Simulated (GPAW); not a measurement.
# C (Fd-3m) in GPAW: a series of runs, part 2 of 2

GPAW 26.7.0. Earlier steps stand in the parts before.

### Step 4. Equation of state, BEEF-vdW

Input file run.py:

```python
from ase.eos import EquationOfState
from ase.io import Trajectory, read
from ase.units import GPa
from gpaw import GPAW, PW

atoms = read('C.xyz')

traj = Trajectory('eos.traj', 'w')
volumes, energies = [], []
for x in [0.94, 0.96, 0.98, 1.0, 1.02, 1.04, 1.06]:
    a = atoms.copy()
    a.set_cell(atoms.cell * x**(1 / 3), scale_atoms=True)
    calc = GPAW(mode=PW(800),
                xc={'name': 'BEEF-vdW', 'backend': 'libvdwxc'},
                kpts={'size': (10, 10, 10), 'gamma': True},
                occupations={'name': 'fermi-dirac', 'width': 0.05},
                nbands=11,
                convergence={'density': 1e-05, 'energy': 1e-05},
                maxiter=150,
                txt=f'eos-{x:.2f}.txt')
    a.calc = calc
    energies.append(a.get_potential_energy(force_consistent=True))
    volumes.append(a.get_volume())
    calc.write(f'eos-{x:.2f}.gpw')
    traj.write(a)
    print(f'{x:.2f} {volumes[-1]:10.4f} A^3 {energies[-1]:14.6f} eV', flush=True)

v0, e0, B = EquationOfState(volumes, energies, eos='birchmurnaghan').fit()
print(f'V0 = {v0:.4f} A^3, E0 = {e0:.6f} eV, B0 = {B / GPa:.2f} GPa')
```

Input file C.xyz:

```xyz
2
Lattice="0.0000000000 1.7833700000 1.7833700000 1.7833700000 0.0000000000 1.7833700000 1.7833700000 1.7833700000 0.0000000000" Properties=species:S:1:pos:R:3 pbc="T T T"
C      2.6750550000      2.6750550000      2.6750550000
C      1.7833700000      1.7833700000      1.7833700000
```

Potentials or basis: GPAW PAW data sets (gpaw-data 1.2.1), pw.

On the command line:

```sh
> OMP_NUM_THREADS=1 python run.py
```

It took 37 s on 1 thread of Intel Xeon 6975P-C (Granite Rapids), shared host; peak memory 0.2 GiB.

The run converged. Its results:

```
Equilibrium volume                      : 5.70 Å³/atom
Bulk modulus                            : 429 GPa
Pressure derivative of the bulk modulus : 3.5
```

Energy against volume, from the lowest point:
| volume (Å³/atom) | energy (meV/atom) |
| --- | --- |
| 5.332 | 34.21 |
| 5.445 | 15.62 |
| 5.558 | 4.45 |
| 5.672 | 0.00 |
| 5.785 | 1.73 |
| 5.899 | 9.14 |
| 6.012 | 21.65 |

Caveat: the PAW data sets were made with another functional, which shifts forces and pressure a little.

### Step 5. Equation of state, RPBE

run.py, as its differences from that of step 4:

```diff
@@ -1 +1,3 @@
+import spglib
+from ase import Atoms
 from ase.eos import EquationOfState
@@ -5,3 +7,6 @@
 
-atoms = read('C.xyz')
+atoms = read('C.cif')
+cell, positions, numbers = spglib.find_primitive(
+    (atoms.cell[:], atoms.get_scaled_positions(), atoms.numbers), symprec=1e-4)
+atoms = Atoms(numbers, cell=cell, scaled_positions=positions, pbc=True)
 
@@ -13,3 +18,3 @@
     calc = GPAW(mode=PW(800),
-                xc={'name': 'BEEF-vdW', 'backend': 'libvdwxc'},
+                xc='RPBE',
                 kpts={'size': (10, 10, 10), 'gamma': True},
@@ -23,5 +28,6 @@
     volumes.append(a.get_volume())
+    p = -a.get_stress()[:3].mean() / GPa
     calc.write(f'eos-{x:.2f}.gpw')
     traj.write(a)
-    print(f'{x:.2f} {volumes[-1]:10.4f} A^3 {energies[-1]:14.6f} eV', flush=True)
+    print(f'{x:.2f} {volumes[-1]:10.4f} A^3 {energies[-1]:14.6f} eV {p:9.3f} GPa', flush=True)
```

Input file C.cif:

```cif
data_C
_cell_length_a 3.56674000
_cell_length_b 3.56674000
_cell_length_c 3.56674000
_cell_angle_alpha 90.00000000
_cell_angle_beta 90.00000000
_cell_angle_gamma 90.00000000
_space_group_name_H-M_alt 'Fd-3m'
_space_group_name_Hall 'F 4d 2 3 -1d'
_space_group_IT_number 227
loop_
_space_group_symop_operation_xyz
'x,y,z'
'-y+1/4,x+1/4,z+1/4'
'-x,-y+1/2,z+1/2'
'y+3/4,-x+1/4,z+3/4'
'x,-y,-z'
'-y+1/4,-x+3/4,-z+3/4'
'-x,y+1/2,-z+1/2'
'y+3/4,x+3/4,-z+1/4'
'z,x,y'
'z+1/4,-y+1/4,x+1/4'
'z+1/2,-x,-y+1/2'
'z+3/4,y+3/4,-x+1/4'
'-z,x,-y'
'-z+3/4,-y+1/4,-x+3/4'
'-z+1/2,-x,y+1/2'
'-z+1/4,y+3/4,x+3/4'
'y,z,x'
'x+1/4,z+1/4,-y+1/4'
'-y+1/2,z+1/2,-x'
'-x+1/4,z+3/4,y+3/4'
'-y,-z,x'
'-x+3/4,-z+3/4,-y+1/4'
'y+1/2,-z+1/2,-x'
'x+3/4,-z+1/4,y+3/4'
'-x+1/4,-y+1/4,-z+1/4'
'y,-x,-z'
'x+1/4,y+3/4,-z+3/4'
'-y+1/2,x,-z+1/2'
'-x+1/4,y+1/4,z+1/4'
'y,x+1/2,z+1/2'
'x+1/4,-y+3/4,z+3/4'
'-y+1/2,-x+1/2,z'
'-z+1/4,-x+1/4,-y+1/4'
'-z,y,-x'
'-z+3/4,x+1/4,y+3/4'
'-z+1/2,-y+1/2,x'
'z+1/4,-x+1/4,y+1/4'
'z+1/2,y,x+1/2'
'z+3/4,x+1/4,-y+3/4'
'z,-y+1/2,-x+1/2'
'-y+1/4,-z+1/4,-x+1/4'
[... 89 lines left out ...]
'-z+1/4,x+1/4,y+1/4'
'-z,-y+1/2,x+1/2'
'z+3/4,-x+1/4,y+3/4'
'z,y,x'
'z+1/4,x+1/4,-y+1/4'
'z+1/2,-y+1/2,-x'
'-y+3/4,-z+1/4,-x+3/4'
'-x+1/2,-z,y+1/2'
'y+1/4,-z+3/4,x+3/4'
'x+1/2,-z+1/2,-y'
'y+3/4,z+1/4,-x+3/4'
'x,z+1/2,y+1/2'
'-y+1/4,z+3/4,x+3/4'
'-x,z,-y'
'x+1/2,y+1/2,z'
'-y+3/4,x+3/4,z+1/4'
'-x+1/2,-y,z+1/2'
'y+1/4,-x+3/4,z+3/4'
'x+1/2,-y+1/2,-z'
'-y+3/4,-x+1/4,-z+3/4'
'-x+1/2,y,-z+1/2'
'y+1/4,x+1/4,-z+1/4'
'z+1/2,x+1/2,y'
'z+3/4,-y+3/4,x+1/4'
'z,-x+1/2,-y+1/2'
'z+1/4,y+1/4,-x+1/4'
'-z+1/2,x+1/2,-y'
'-z+1/4,-y+3/4,-x+3/4'
'-z,-x+1/2,y+1/2'
'-z+3/4,y+1/4,x+3/4'
'y+1/2,z+1/2,x'
'x+3/4,z+3/4,-y+1/4'
'-y,z,-x'
'-x+3/4,z+1/4,y+3/4'
'-y+1/2,-z+1/2,x'
'-x+1/4,-z+1/4,-y+1/4'
'y,-z,-x'
'x+1/4,-z+3/4,y+3/4'
'-x+3/4,-y+3/4,-z+1/4'
'y+1/2,-x+1/2,-z'
'x+3/4,y+1/4,-z+3/4'
'-y,x+1/2,-z+1/2'
'-x+3/4,y+3/4,z+1/4'
'y+1/2,x,z+1/2'
'x+3/4,-y+1/4,z+3/4'
'-y,-x,z'
'-z+3/4,-x+3/4,-y+1/4'
'-z+1/2,y+1/2,-x'
'-z+1/4,x+3/4,y+3/4'
'-z,-y,x'
'z+3/4,-x+3/4,y+1/4'
'z,y+1/2,x+1/2'
'z+1/4,x+3/4,-y+3/4'
'z+1/2,-y,-x+1/2'
'-y+3/4,-z+3/4,-x+1/4'
'-x+1/2,-z+1/2,y'
'y+1/4,-z+1/4,x+1/4'
'x+1/2,-z,-y+1/2'
'y+3/4,z+3/4,-x+1/4'
'x,z,y'
'-y+1/4,z+1/4,x+1/4'
'-x,z+1/2,-y+1/2'
loop_
_atom_site_label
_atom_site_type_symbol
_atom_site_symmetry_multiplicity
_atom_site_Wyckoff_symbol
_atom_site_fract_x
_atom_site_fract_y
_atom_site_fract_z
_atom_site_occupancy
C1 C 8 a 0.2500000000 0.2500000000 0.2500000000 1
```

Potentials or basis: the program's PAW data sets (release 1.2.1) made for this functional, pw.

On the command line:

```sh
> OMP_NUM_THREADS=1 python run.py
```

It took 31 s on 1 thread of Intel Xeon 6975P-C (Granite Rapids), shared host; peak memory 0.17 GiB.

It converged, with:

```yaml
Equilibrium_volume: 5.78 Å³/atom
Bulk_modulus: 418 GPa
Pressure_derivative_of_the_bulk_modulus: 3.8
```

Energy against volume, from the lowest point:
| volume (Å³/atom) | energy (meV/atom) |
| --- | --- |
| 5.332 | 52.23 |
| 5.445 | 28.30 |
| 5.558 | 12.11 |
| 5.672 | 2.88 |
| 5.785 | 0.00 |
| 5.899 | 2.99 |
| 6.012 | 11.21 |

### Step 6. Band structure, PBE

Input file run.py:

```python
from ase.dft.bandgap import bandgap
from ase.io import read, write
from ase.units import GPa
from gpaw import GPAW, PW

atoms = read('C.cif')

calc = GPAW(mode=PW(800),
            xc='PBE',
            kpts={'size': (10, 10, 10), 'gamma': True},
            occupations={'name': 'fermi-dirac', 'width': 0.05},
            nbands=11,
            convergence={'density': 1e-05, 'energy': 1e-05},
            maxiter=150,
            txt='gpaw.txt')
atoms.calc = calc
energy = atoms.get_potential_energy()
forces = atoms.get_forces()
stress = atoms.get_stress()
calc.write('gs.gpw')
write('result.traj', atoms)
print(f'Energy: {energy:.6f} eV')
print('Forces (eV/A):')
print(forces.round(4))
print('Stress (GPa):', (stress / GPa).round(3))
print('Fermi level:', round(calc.get_fermi_level(), 4), 'eV')
print(f'Gap: {bandgap(calc)[0]:.4f} eV, direct: {bandgap(calc, direct=True)[0]:.4f} eV')

path = atoms.cell.bandpath('GXWKGLUWLK,UX', npoints=60, eps=1e-4)
bs_calc = calc.fixed_density(kpts=path, symmetry='off', nbands=18,
                             convergence={'bands': 'CBM+6.0', 'eigenstates': 1e-6}, txt='bands.txt')
bs = bs_calc.band_structure()
bs.write('bs.json')
print(f'Gap on the path: {bandgap(bs_calc)[0]:.4f} eV')
```

Input file C.cif:

```cif
data_C
_cell_length_a 2.52206604
_cell_length_b 2.52206604
_cell_length_c 2.52206604
_cell_angle_alpha 60.00000000
_cell_angle_beta 60.00000000
_cell_angle_gamma 60.00000000
_space_group_name_H-M_alt 'P1'
_space_group_name_Hall 'P 1'
_space_group_IT_number 1
loop_
_space_group_symop_operation_xyz
'x,y,z'
loop_
_atom_site_label
_atom_site_type_symbol
_atom_site_symmetry_multiplicity
_atom_site_Wyckoff_symbol
_atom_site_fract_x
_atom_site_fract_y
_atom_site_fract_z
_atom_site_occupancy
C1 C 1 a 0.7500000000 0.7500000000 0.7500000000 1
C2 C 1 a 0.5000000000 0.5000000000 0.5000000000 1
```

Potentials or basis: GPAW PAW data sets (gpaw-data 1.2.1), pw.

On the command line:

```sh
> OMP_NUM_THREADS=1 python run.py
```

Run time: 8.8 s. Hardware: 1 thread of Intel Xeon 6975P-C (Granite Rapids), shared host; peak memory 0.16 GiB.

It converged, with:

```yaml
Free_energy: -18.1957 eV
Pressure: 1.4 GPa
Band_gap_on_the_k_mesh: 4.17 eV, indirect (least direct gap 5.60 eV)
Band_gap_along_the_path: 4.13 eV, indirect (least direct gap 5.60 eV)
```

Levels at the corners of the path, in eV from the valence-band top:
```csv
point,band 1,band 2,band 3,band 4,band 5,band 6,band 7
Γ,-21.48,0.00,0.00,0.00,5.60,5.60,5.60
X,-12.77,-12.77,-6.30,-6.30,4.76,4.76,16.82
W,-11.98,-11.98,-8.33,-8.33,10.63,10.63,12.32
K,-12.98,-11.74,-9.32,-5.37,5.68,10.75,14.38
Γ,-21.48,0.00,0.00,0.00,5.60,5.60,5.60
L,-15.71,-13.38,-2.80,-2.80,8.46,8.46,8.85
U,-12.98,-11.74,-9.32,-5.37,5.68,10.75,14.38
W,-11.98,-11.98,-8.33,-8.33,10.63,10.63,12.32
L,-15.71,-13.38,-2.80,-2.80,8.46,8.46,8.85
K,-12.98,-11.74,-9.32,-5.37,5.68,10.75,14.38
U,-12.98,-11.74,-9.32,-5.37,5.68,10.75,14.38
X,-12.77,-12.77,-6.30,-6.30,4.76,4.76,16.82
```

### Step 7. Summary

```csv
task,level,potentials or basis,cutoff (eV),band path,band points,grid spacing,gap on the mesh (eV),V0 of scaled cells (Å³/atom),B0 (GPa)
equation of state,PBEsol+D3,"PAW data sets generated in the run's folder for this functional, pw",800,-,-,-,-,5.59,452
band structure,PBE,"GPAW PAW data sets (gpaw-data 1.2.1), fd",-,"GXWKGLUWLK,UX",60,0.2 Å,4.18,-,-
equation of state,BEEF-vdW,"GPAW PAW data sets (gpaw-data 1.2.1), pw",800,-,-,-,-,5.70,429
equation of state,RPBE,"the program's PAW data sets (release 1.2.1) made for this functional, pw",800,-,-,-,-,5.78,418
band structure,PBE,"GPAW PAW data sets (gpaw-data 1.2.1), pw",800,"GXWKGLUWLK,UX",60,-,4.17,-,-
```

Alike in all rows: no spin polarisation; cell as given; k mesh 10 × 10 × 10; smearing fermi-dirac 0.05 eV.

Caveats: the real-space grid adds noise to forces (some runs); the PAW data sets were made with another functional, which shifts forces and pressure a little (some runs).

Total energies depend on the potentials used, so only differences within one code and one set of settings carry meaning.

### Step 8. How close it comes

Step 2. A measured bulk modulus of C is 444.8 GPa (quoted in “Equation of state of cubic boron nitride at high pressures and temperatures”, 2007, arxiv:cond-mat/0702656); the calculated 452 GPa misses it by +1.7 %. 3 values of this kind are on record (442 to 444.8 GPa); this one was drawn at random among those near their median, those with a stated uncertainty first. The fit is for a static lattice scaled at fixed shape and fixed fractional positions. The cell as given is a measured one (5.67 Å³/atom); PBEsol+D3 puts the equilibrium volume -1.5 % from it, thermal expansion not counted.

Step 4. Against the measured bulk modulus of C, 442 GPa (quoted in “Equation of state of cubic boron nitride at high pressures and temperatures”, 2007, arxiv:cond-mat/0702656), the calculated 429 GPa is off by -2.9 %. 3 values of this kind are on record (442 to 444.8 GPa); this one was drawn at random among those near their median, those with a stated uncertainty first. The fit is for a static lattice scaled at fixed shape and fixed fractional positions. The cell as given is a measured one (5.67 Å³/atom); BEEF-vdW puts the equilibrium volume +0.4 % from it, thermal expansion not counted.

Step 5. A measured bulk modulus of C is 444.8 GPa (quoted in “Equation of state of cubic boron nitride at high pressures and temperatures”, 2007, arxiv:cond-mat/0702656); the calculated 418 GPa misses it by -5.9 %. 3 values of this kind are on record (442 to 444.8 GPa); this one was drawn at random among those near their median, those with a stated uncertainty first. The fit is for a static lattice scaled at fixed shape and fixed fractional positions. The cell as given is a measured one (5.67 Å³/atom); RPBE puts the equilibrium volume +2.0 % from it, thermal expansion not counted.
